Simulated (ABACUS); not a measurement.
# Zr (P6_3/mmc) in ABACUS: equation of state

Aim: energy against volume of Zr in PBEsol, for its equilibrium volume and stiffness.

All numbers are computed with ABACUS 3.10.1; they aren't measurements. Logs are shortened: lines on timing, memory, paths and dates and some standing lists are left out, and cuts for length are marked.

**1. Starting point**

The structure is hexagonal, space group P6_3/mmc (No. 194). The conventional cell has a = 3.232 Å, b = 3.232 Å, c = 5.147 Å, α = 90.00°, β = 90.00°, γ = 120.00°. Zr (site symmetry -6m2) is surrounded by 12 Zr at 3.18 to 3.23 Å.

**2. Equation of state, PBEsol, 21.88 Å³/atom (volume scaled by 0.94)**

Input file INPUT:

```
INPUT_PARAMETERS
suffix              Zr
calculation         scf
basis_type          pw
pseudo_dir          ./
symmetry            1
dft_functional      pbesol
ecutwfc             66
pseudo_rcut         7
nspin               1
nbands              16
ks_solver           dav
smearing_method     fd
smearing_sigma      0.00367493
scf_thr             1e-08
scf_nmax            100
mixing_type         broyden
mixing_beta         0.7
cal_force           1
cal_stress          1
kpar                4
```

Input file STRU:

```
ATOMIC_SPECIES
Zr 91.2240 Zr.upf

LATTICE_CONSTANT
1.8897261246

LATTICE_VECTORS
3.1660223034 0.0000000000 0.0000000000
-1.5830111517 2.7418557436 0.0000000000
0.0000000000 0.0000000000 5.0419297016

ATOMIC_POSITIONS
Direct

Zr
0.0
2
0.6666666667 0.3333333333 0.7500000000 1 1 1
0.3333333333 0.6666666667 0.2500000000 1 1 1
```

Input file KPT:

```
K_POINTS
0
Gamma
9 9 5 0 0 0
```

Potentials or basis: PseudoDojo NC SR 0.4.1 PBEsol standard, plane waves.

Started as:

```bash
> OMP_NUM_THREADS=1 mpirun -np 4 abacus > log
```

running log:

```text
ABACUS v3.10.1

               Atomic-orbital Based Ab-initio Computation at UStc

 ------------------------------------------------------------------------------------

 READING GENERAL INFORMATION
                           global_out_dir = OUT.Zr/
                           global_in_card = INPUT
                               pseudo_dir = ./
                              orbital_dir =
                                    DSIZE = 4
                                    GSIZE = 1

 READING UNITCELL INFORMATION
                                    ntype = 1
                  lattice constant (Bohr) = 1.88973
              lattice constant (Angstrom) = 1

 READING ATOM TYPE 1
                               atom label = Zr
                      L=0, number of zeta = 1
                      L=1, number of zeta = 1
                      L=2, number of zeta = 1
             number of atom for this type = 2

                        TOTAL ATOM NUMBER = 2
DIRECT COORDINATES
    atom                   x                   y                   z     mag                  vx                  vy                  vz
taud_Zr1            0.6666666667        0.3333333333        0.7500000000  0.0000        0.0000000000        0.0000000000        0.0000000000
taud_Zr2            0.3333333333        0.6666666667        0.2500000000  0.0000        0.0000000000        0.0000000000        0.0000000000

                          Volume (Bohr^3) = 295.36
                             Volume (A^3) = 43.7678

 Lattice vectors: (Cartesian coordinate: in unit of a_0)
             +3.16602                  +0                  +0
             -1.58301            +2.74186                  +0
                   +0                  +0            +5.04193
 Reciprocal vectors: (Cartesian coordinate: in unit of 2 pi/a_0)
            +0.315854           +0.182358                  -0
                   -0           +0.364716                  -0
                   +0                  -0           +0.198337
 The esolver type has been set to : ksdft_pw

                PAO radial cut off (Bohr) = 7

 Read in pseudopotential file is Zr.upf
                     pseudopotential type = NC
          exchange-correlation functional = PBESOL
                 nonlocal core correction = 1
                        valence electrons = 12
                                     lmax = 2
                           number of zeta = 4
                     number of projectors = 6
                           L of projector = 0
                           L of projector = 0
                           L of projector = 1
                           L of projector = 1
                           L of projector = 2
                           L of projector = 2
     initial pseudo atomic orbital number = 20

 SETUP THE ELECTRONS NUMBER
            electron number of element Zr = 12
      total electron number of element Zr = 24
            AUTOSET number of electrons:  = 24
                           occupied bands = 12
                                   NBANDS = 16
                                   NLOCAL = 18

%%%%%%%%%%%%%%%%%%%%%%%%%%%%%%%%%%%%%%%%%%%%%%%%%%%%%%%%%%%%%%%%%%%%%%%%%%%%%%%%%%%%%%%%%%%%%%%%%%%%%%%%%%
 Warning: the number of valence electrons in pseudopotential > 4 for Zr: [Kr] 4d2 5s2
 Pseudopotentials with additional electrons can yield (more) accurate outcomes, but may be less efficient.
 If you're confident that your chosen pseudopotential is appropriate, you can safely ignore this warning.
%%%%%%%%%%%%%%%%%%%%%%%%%%%%%%%%%%%%%%%%%%%%%%%%%%%%%%%%%%%%%%%%%%%%%%%%%%%%%%%%%%%%%%%%%%%%%%%%%%%%%%%%%%

 SETUP THE PLANE WAVE BASIS
 energy cutoff for charge/potential (unit:Ry) = 264
            fft grid for charge/potential = [ 32, 32, 50 ]
                        fft grid division = [ 1, 1, 1 ]
        big fft grid for charge/potential = [ 32, 32, 50 ]
                                     nbxx = 51200
                                     nrxx = 51200

 SETUP PLANE WAVES FOR CHARGE/POTENTIAL
                    number of plane waves = 21421
                         number of sticks = 649

 PARALLEL PW FOR CHARGE/POTENTIAL
     PROC   COLUMNS(POT)             PW
        1            649          21421
 --------------- sum -------------------
        1            649          21421
                            number of |g| = 1070
                                  max |g| = 23.8657
                                  min |g| = 0

----------- Double Check Mixing Parameters Begin ------------
mixing_type: broyden
mixing_beta: 0.7
mixing_gg0: 1
mixing_gg0_min: 0.1
mixing_ndim: 8
----------- Double Check Mixing Parameters End ------------

[... 37 lines left out ...]
                                       C4 = 0
                                       C6 = 2
                                       S1 = 7
                                       S3 = 2
                                       S4 = 0
                                       S6 = 2
               POINT GROUP IN SPACE GROUP = D_6h

 SETUP K-POINTS
                                    nspin = 1
                   Input type of k points = Monkhorst-Pack(Gamma)
                                   nkstot = 405
                       right hand lattice = 1
(for reciprocal lattice: )
                             BRAVAIS TYPE = 4
                     BRAVAIS LATTICE NAME = 04. Hexagonal cell
                                    ibrav = 4
                       right hand lattice = 1
(for k-lattice: )
                             BRAVAIS TYPE = 4
                     BRAVAIS LATTICE NAME = 04. Hexagonal cell
                                    ibrav = 4
                       right hand lattice = 1
                        ROTATION MATRICES = 24
                               nkstot_ibz = 36
K-POINTS REDUCTION ACCORDING TO SYMMETRY
     IBZ    DIRECT_X    DIRECT_Y    DIRECT_Z  WEIGHT  ibz2bz
       1  0.00000000  0.00000000  0.00000000  0.0025       0
       2 -0.11111111  0.11111111  0.00000000  0.0148       1
       3 -0.22222222  0.22222222  0.00000000  0.0148       2
       4 -0.33333333  0.33333333  0.00000000  0.0148       3
       5 -0.44444444  0.44444444  0.00000000  0.0148       4
       6 -0.11111111  0.22222222  0.00000000  0.0148      10
[... 22 lines left out ...]
      29 -0.44444444  0.44444444  0.40000000  0.0296     166
      30 -0.11111111  0.22222222  0.40000000  0.0296     172
[... 6 further k points ...]

                               nkstot now = 36
[... K-POINTS DIRECT COORDINATES: 36 rows ...]

           k-point number in this process = 9
       minimum distributed K point number = 9
[... stars of the k points ...]

[... K-POINTS CARTESIAN COORDINATES: 9 rows ...]

[... K-POINTS DIRECT COORDINATES: 9 rows ...]

 SETUP PLANE WAVES FOR WAVE FUNCTIONS
     energy cutoff for wavefunc (unit:Ry) = 66
              fft grid for wave functions = [ 32, 32, 50 ]
                    number of plane waves = 3705
                         number of sticks = 199

 PARALLEL PW FOR WAVE FUNCTIONS
     PROC   COLUMNS(POT)             PW
        1            199           3705
 --------------- sum -------------------
        1            199           3705

 SETUP NONLOCAL PSEUDOPOTENTIALS IN PLANE WAVE BASIS
 Zr non-local projectors:
 projector 1 L=0
 projector 2 L=0
 projector 3 L=1
 projector 4 L=1
 projector 5 L=2
 projector 6 L=2
      TOTAL NUMBER OF NONLOCAL PROJECTORS = 36

 Init Non-Local PseudoPotential table :
 Init Non-Local-Pseudopotential done.

                                     npwx = 2691

 Make real space PAO into reciprocal space.
       max mesh points in Pseudopotential = 701
     dq(describe PAO in reciprocal space) = 0.01
                                    max q = 979

 number of pseudo atomic orbitals for Zr is 4
WARNING: norm of atomic wavefunction # 3 of atomic type Zr is 0.998132, renormalized
WARNING: norm of atomic wavefunction # 4 of atomic type Zr is 0.988444, renormalized

 -------------------------------------------
 SELF-CONSISTENT
 -------------------------------------------
                                 init_chg = atomic

 PW ALGORITHM --------------- ION=   1  ELEC=   1--------------------------------
 Notice: Threshold on eigenvalues was too large.
 hsover_error=0.24 > DRHO=0.05032
 Origin diag ethr = 0.01
 New diag ethr = 0.000209667

 Density error is 0.0511796626377
                          Error Threshold = 0.000209666680129
----------------------------------------------------------
     Energy           Rydberg                 eV
----------------------------------------------------------
 E_KohnSham     -202.3786010231      -2753.5021271828
 E_Harris       -204.0256855946      -2775.9118624429
 E_Fermi        1.1243301061         15.2972958765
----------------------------------------------------------
[... 51 lines left out ...]
 Density error is 2.07806183804e-10
                          Error Threshold = 5.20159765897e-11
----------------------------------------------------------
     Energy           Rydberg                 eV
----------------------------------------------------------
 E_KohnSham     -202.3874873323      -2753.6230316227
 E_KS(sigma->0) -202.3868539043      -2753.6144133915
 E_Harris       -202.3874235904      -2753.6221643684
 E_band         -12.2619714368       -166.8326802540
 E_one_elec     -31.2454242404       -425.1158060961
 E_Hartree      26.1054561816        355.1829529597
 E_xc           -39.8967563080       -542.8232175063
 E_Ewald        -157.3494961095      -2140.8497245175
 E_entropy(-TS) -0.0012668562        -0.0172364625
 E_descf        0.0000000000         0.0000000000
 E_exx          0.0000000000         0.0000000000
 E_Fermi        1.1051670899         15.0365696642
----------------------------------------------------------

 charge density convergence is achieved
 final etot is -2753.6230316 eV
 EFERMI = 15.036569664 eV

 STATE ENERGY(eV) AND OCCUPATIONS    NSPIN == 1
 1/9 kpoint (Cartesian) = 0.0000 0.0000 0.0000 (2683 pws)
       1       -33.6067     0.00493827
       2       -33.4050     0.00493827
       3       -12.2828     0.00493827
       4       -11.2204     0.00493827
       5       -11.2204     0.00493827
       6       -11.0485     0.00493827
[... 8 lines left out ...]
      15        16.6433    5.46240e-17
      16        16.6433    5.46240e-17
[... 76 lines left out ...]
       3       -12.1510      0.0296296
       4       -11.4711      0.0296296
       5       -11.4007      0.0296296
       6       -11.2505      0.0296296
[... 8 lines left out ...]
      15        16.9404    8.61037e-19
      16        16.9602    5.79830e-19

[... levels at 3 further k points ...]

------------------------------------------------------------------------------------------
 TOTAL-FORCE (eV/Angstrom)
------------------------------------------------------------------------------------------
                       Zr1         0.0000000000         0.0000000000         0.0000000000
                       Zr2         0.0000000000         0.0000000000         0.0000000000
------------------------------------------------------------------------------------------

----------------------------------------------------------------
 TOTAL-STRESS (KBAR)
----------------------------------------------------------------
        24.2868626226        -0.0000000000         0.0000000000
         0.0000000000        24.2868626242         0.0000000000
         0.0000000000        -0.0000000000        38.8015343057
----------------------------------------------------------------
 TOTAL-PRESSURE: 29.125087 KBAR

 --------------------------------------------
 !FINAL_ETOT_IS -2753.6230316227115509 eV
 --------------------------------------------
```

Wall time 2.3 s (4 MPI ranks of Intel Xeon 6975P-C (Granite Rapids), shared host); peak memory 0.28 GiB.

What came out:

```
Free energy            : -2753.6230 eV
Pressure               : 2.9 GPa
Band gap on the k mesh : none (metal or under the smearing width)
```

**3. Equation of state, PBEsol, 22.35 Å³/atom (volume scaled by 0.96)**

INPUT is that of step 2.

Input file STRU:

```
ATOMIC_SPECIES
Zr 91.2240 Zr.upf

LATTICE_CONSTANT
1.8897261246

LATTICE_VECTORS
3.1883189697 0.0000000000 0.0000000000
-1.5941594848 2.7611652231 0.0000000000
0.0000000000 0.0000000000 5.0774374186

ATOMIC_POSITIONS
Direct

Zr
0.0
2
0.6666666667 0.3333333333 0.7500000000 1 1 1
0.3333333333 0.6666666667 0.2500000000 1 1 1
```

KPT is that of step 2.

Potentials or basis: PseudoDojo NC SR 0.4.1 PBEsol standard, plane waves.

Started as:

```bash
> OMP_NUM_THREADS=1 mpirun -np 4 abacus > log
```

It took 2.3 s on 4 MPI ranks of Intel Xeon 6975P-C (Granite Rapids), shared host; peak memory 0.32 GiB.

It converged, with:

- Free energy: -2753.6336 eV
- Pressure: 0.7 GPa
- Band gap on the k mesh: none (metal or under the smearing width)

**4. Equation of state, PBEsol, 22.82 Å³/atom (volume scaled by 0.98)**

INPUT is that of step 3.

Input file STRU:

```
ATOMIC_SPECIES
Zr 91.2240 Zr.upf

LATTICE_CONSTANT
1.8897261246

LATTICE_VECTORS
3.2103080712 0.0000000000 0.0000000000
-1.6051540356 2.7802083436 0.0000000000
0.0000000000 0.0000000000 5.1124553350

ATOMIC_POSITIONS
Direct

Zr
0.0
2
0.6666666667 0.3333333333 0.7500000000 1 1 1
0.3333333333 0.6666666667 0.2500000000 1 1 1
```

KPT is that of step 3.

Started as:

```bash
> OMP_NUM_THREADS=1 mpirun -np 4 abacus > log
```

Wall time 2.3 s (4 MPI ranks of Intel Xeon 6975P-C (Granite Rapids), shared host); peak memory 0.32 GiB.

Results (log left out):

| Item | Value |
| --- | --- |
| Free energy | -2753.6317 eV |
| Pressure | -1.3 GPa |
| Band gap on the k mesh | none (metal or under the smearing width) |

**5. Equation of state, PBEsol, 23.28 Å³/atom**

INPUT is that of step 4.

Input file STRU:

```
ATOMIC_SPECIES
Zr 91.2240 Zr.upf

LATTICE_CONSTANT
1.8897261246

LATTICE_VECTORS
3.2320000000 0.0000000000 0.0000000000
-1.6160000000 2.7989941050 0.0000000000
0.0000000000 0.0000000000 5.1470000000

ATOMIC_POSITIONS
Direct

Zr
0.0
2
0.6666666667 0.3333333333 0.7500000000 1 1 1
0.3333333333 0.6666666667 0.2500000000 1 1 1
```

KPT is that of step 4.

Started as:

```bash
> OMP_NUM_THREADS=1 mpirun -np 4 abacus > log
```

Wall time 2.5 s (4 MPI ranks of Intel Xeon 6975P-C (Granite Rapids), shared host); peak memory 0.32 GiB.

The run converged. Its results:

```
Free energy            : -2753.6185 eV
Pressure               : -3.2 GPa
Band gap on the k mesh : none (metal or under the smearing width)
```

**6. Equation of state, PBEsol, 23.75 Å³/atom (volume scaled by 1.02)**

INPUT is that of step 5.

Input file STRU:

```
ATOMIC_SPECIES
Zr 91.2240 Zr.upf

LATTICE_CONSTANT
1.8897261246

LATTICE_VECTORS
3.2534045973 0.0000000000 0.0000000000
-1.6267022986 2.8175310300 0.0000000000
0.0000000000 0.0000000000 5.1810870861

ATOMIC_POSITIONS
Direct

Zr
0.0
2
0.6666666667 0.3333333333 0.7500000000 1 1 1
0.3333333333 0.6666666667 0.2500000000 1 1 1
```

KPT is that of step 5.

Potentials or basis: PseudoDojo NC SR 0.4.1 PBEsol standard, plane waves.

Started as:

```bash
> OMP_NUM_THREADS=1 mpirun -np 4 abacus > log
```

Run time: 2.6 s. Hardware: 4 MPI ranks of Intel Xeon 6975P-C (Granite Rapids), shared host; peak memory 0.32 GiB.

Results (log left out):

```yaml
Free_energy: -2753.5950 eV
Pressure: -4.9 GPa
Band_gap_on_the_k_mesh: none (metal or under the smearing width)
```

**7. Equation of state, PBEsol, 24.21 Å³/atom (volume scaled by 1.04)**

INPUT is that of step 6.

Input file STRU:

```
ATOMIC_SPECIES
Zr 91.2240 Zr.upf

LATTICE_CONSTANT
1.8897261246

LATTICE_VECTORS
3.2745311931 0.0000000000 0.0000000000
-1.6372655966 2.8358271987 0.0000000000
0.0000000000 0.0000000000 5.2147314515

ATOMIC_POSITIONS
Direct

Zr
0.0
2
0.6666666667 0.3333333333 0.7500000000 1 1 1
0.3333333333 0.6666666667 0.2500000000 1 1 1
```

KPT is that of step 6.

Started as:

```bash
> OMP_NUM_THREADS=1 mpirun -np 4 abacus > log
```

Wall time 4.7 s (4 MPI ranks of Intel Xeon 6975P-C (Granite Rapids), shared host); peak memory 0.32 GiB.

Results (log left out):

```
Free energy            : -2753.5619 eV
Pressure               : -6.5 GPa
Band gap on the k mesh : none (metal or under the smearing width)
```

(Continued in part 2 of 2.)
